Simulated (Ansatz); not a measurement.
# From the elastic tensor of TiAl₃ at 18 GPa (stress–strain coefficients) to moduli and sound speeds

Level of theory: Ansatz, DFT PBE, scalar-relativistic, plane waves, PAW. Cutoff 420 eV, 12×12×12 k-points (Γ-centred), Fermi-Dirac smearing of 0.15 eV. No spin polarisation.

It takes space group Pm-3m (No. 221, cubic). The conventional cell has a = 3.812 Å, b = 3.812 Å, c = 3.812 Å, α = 90.00°, β = 90.00°, γ = 90.00°. Ti (site symmetry m-3m) has 12 Al at 2.70 Å as nearest neighbours. Around Al (site symmetry 4/mmm) lie 4 Ti at 2.70 Å and 8 Al at 2.70 Å.

In a metal, frequencies and elastic constants depend on the k mesh and the smearing, soft modes and shear constants most. Other phases may be more stable at this pressure.

Relaxed-ion constants (GPa, on the Cartesian axes of the calculation):
C11 = 283.5, C12 = 117.8, C13 = 117.8, C22 = 283.5, C23 = 117.8, C33 = 283.5, C44 = 123.7, C55 = 123.7, C66 = 123.7 GPa; the others vanish.

Density 3.862 g/cm³; 4 atoms in 55.39 Å³.

The values that follow are for a polycrystal of randomly turned grains, by Hill's mean where one number stands.

With S = C⁻¹: B_V = (C11+C22+C33+2(C12+C13+C23))/9, G_V = (C11+C22+C33−C12−C13−C23+3(C44+C55+C66))/15, 1/B_R = S11+S22+S33+2(S12+S13+S23), 15/G_R = 4(S11+S22+S33−S12−S13−S23)+3(S44+S55+S66); Hill is their mean. Then v_l = √((B+4G/3)/ρ), v_t = √(G/ρ), v_m = [(2/v_t³+1/v_l³)/3]^(−1/3) and Θ = (ħ/k_B)·v_m·(6π²n/V)^(1/3) for n atoms in the volume V; E = 9BG/(3B+G), ν = (3B−2G)/(2(3B+G)) and A^U = 5G_V/G_R + B_V/B_R − 6.

- Bulk modulus, Voigt / Reuss / Hill: 173.0 / 173.0 / 173.0 GPa
- Shear modulus, Voigt / Reuss / Hill: 107.3 / 103.3 / 105.3 GPa
- Young's modulus: 263 GPa
- Poisson ratio: 0.247
- Pugh ratio B/G: 1.64
- Universal anisotropy index: 0.19
- Longitudinal and transverse sound speeds: 9010 and 5222 m/s
- Debye temperature from the mean sound speed: 719 K

This form isn't the usual stable structure of the compound at low pressure.

Cost: 1 run of about 1 core-minutes, on Intel Xeon Platinum 8175M (Skylake/Cascade Lake) (shared hosts).